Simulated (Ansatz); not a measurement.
## SnO: gap on mesh against displacement

One atom of a crystal moved along a line, all else fixed, by plane-wave density functional theory with PAW datasets, the gap read on the k mesh, zero where bands cross the Fermi level. The results are calculated, by Ansatz 0.2.0.

The cell before atoms are moved (space group Pmn2_1, No. 31):
```
cell vectors (Å)
   3.3156     0.0000     0.0000
   0.0000     5.7050     0.0000
   0.0000     0.0000     3.8942
atoms (fractions of the cell vectors)
Sn  0.00000  0.23380  0.52620
Sn  0.50000  0.76620  0.02620
O   0.00000  0.88540  0.72380
O   0.50000  0.11460  0.22380
```

Settings of every row: functional PBEsol; dispersion none; spin none; wave cutoff 420 eV; k mesh 8x6x8; occupations gaussian; smearing width 0.05 eV; k shift 0x0x0; start relaxed; moved atom 3; direction 0.70711, -0.70711, 0 Cartesian unit vector.

Limits: semilocal functionals tend to give too small a gap; no spin-orbit coupling, which shifts gaps with heavier elements (SnO); the cell comes from a prototype or a list of computed structures and needn't be the stable phase.

```
row  displacement (Å)  gap on mesh (eV)
  1              -0.2             1.127
  2           -0.1333             1.166
  3           -0.0667             1.203
  4                 0              1.24
  5            0.0667                 ?
  6            0.1333             1.312
  7               0.2             1.351
```

Question: what gap on mesh should row 5 give?

Worked fit of gap on mesh. Take t = displacement, in Å. The shown rows have t = -0.2, -0.1333, -0.0667, 0, 0.1333, 0.2. Their means are -0.011117 and 1.2332 eV; the sums about the means are S_tt = 0.1192 and S_ty = 0.06627, whose ratio is the slope. Least squares give gap on mesh = 1.2393 + 0.5558 × t eV. The rows lie off it by -0.001, 0.001, 0.001, 0.001, -0.001, 0.001. The withheld row has t = 0.0667, so the fit gives 1.2393 + 0.5558 × (0.0667) = 1.276 eV.

The calculation gave 1.276 eV. The fit meets it to the printed digit.
